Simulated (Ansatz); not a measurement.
Theory: DFT PBE, scalar-relativistic, plane waves, PAW in Ansatz. All cells share a 420 eV cutoff and Γ-centred k meshes spaced at most about 0.3 Å⁻¹ (about 0.25 or finer for metals, 2π included). No spin polarisation.

These are static total energies at zero pressure.

Compare these two cells of Mg5Te2, each relaxed at this level.

A.

Space group P-1 (No. 2). a = 4.180 Å, b = 7.348 Å, c = 12.668 Å, α = 97.30°, β = 90.20°, γ = 90.04°
```
atom  site  symmetry       x       y       z
  Mg    2i         1  0.2459  0.9672  0.1933
  Mg    2i         1  0.7483  0.3509  0.2545
  Mg    2i         1  0.7484  0.1690  0.0339
  Mg    2i         1  0.2493  0.5022  0.0967
  Mg    2i         1  0.2493  0.2553  0.4878
  Te    2i         1  0.7475  0.0301  0.3607
  Te    2i         1  0.2488  0.5654  0.3623
```

B.

Space group P4/mmm (No. 123). a = 4.431 Å, b = 4.431 Å, c = 9.270 Å, α = 90.00°, β = 90.00°, γ = 90.00°
```
atom  site  symmetry       x       y       z
  Mg    4i      2mm.  0.0000  0.5000  0.7336
  Mg    1a     4/mmm  0.0000  0.0000  0.0000
  Te    1c     4/mmm  0.5000  0.5000  0.0000
  Te    1d     4/mmm  0.5000  0.5000  0.5000
```

Question: Which form is favoured at zero pressure, and by what margin per atom?

Answer: A is lower, by 84 meV/atom. A has space group P-1 (No. 2), 27.6 Å³/atom and no gap on its mesh; B has space group P4/mmm (No. 123), 26.0 Å³/atom and no gap. Counting Mg atoms around Te (those within 1.25 times the shortest such distance or 1.15 times the sum of covalent radii; a plus sign parts nearer from farther groups; a slash parts the counts of unlike sites), A has Te 5+1/6 and B has Te 8/12. The lower one is the more open, so pressure narrows the difference. In A, Mg on its first site is surrounded by 1 Mg at 2.92 Å, 2 Te at 2.97 Å and 5 Mg at 3.37–3.52 Å; around Mg on its second site lie 3 Te at 2.86 Å, 1 Mg at 2.94 Å and 2 Mg at 3.18–3.20 Å; Te on its first site is surrounded by 6 Mg at 2.86–3.02 Å; 4 more sites not described. In B, Mg on a site of symmetry 2mm has 2 Te at 3.10 Å, 6 Mg at 3.13–3.32 Å and 2 Te at 3.32 Å; Mg on a site of symmetry 4/mmm has 4 Te at 3.13 Å and 8 Mg at 3.32 Å; Te on its first site has 12 Mg at 3.13–3.32 Å; 1 more site not described. Origin: A, invented, then shaken at random and relaxed again; B, invented.

Spin–orbit coupling, which can matter for Te, is left out. Cells relaxed within their symmetry can be saddle points.
